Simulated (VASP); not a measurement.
A run of VASP 6.6.1 is set up as follows.

INCAR

```
  PREC = Accurate
  ENCUT = 450
  EDIFF = 1E-7
  ISMEAR = 0
  SIGMA = 0.02
  LREAL = False
  LASPH = True
  NELM = 80
  ALGO = Fast
  ISIF = 2
  LWAVE = False
  LCHARG = False
  GGA = PE
  NBANDS = 10
```

Contents of KPOINTS:

```
Automatic mesh
0
Gamma
  8 8 8
```

Contents of POSCAR:

```
Br
1.0
   -1.4234917050      1.4234917050      3.5775173700
    1.4234917050     -1.4234917050      3.5775173700
    1.4234917050      1.4234917050     -3.5775173700
Br
1
Direct
    0.0000000000      0.0000000000      0.0000000000
```

Potentials or basis: VASP PAW PBE potentials, release 64 (Br_GW).

The run is started by

```sh
$ cat potpaw_PBE.64/Br_GW/POTCAR > POTCAR
$ mpirun -np 1 vasp_std > vasp.out
```

(1) What does it give for the band gap on the k mesh?

(2) Predict the pressure.

## Answers

(1) none (metal or under the smearing width).

(2) 1.4 GPa.

Caveat: the k mesh is coarse (spacing up to 0.39 Å⁻¹), so the values aren't converged; an odd number of electrons without spin polarisation forces a metal; a magnetic or distorted state may lie lower.
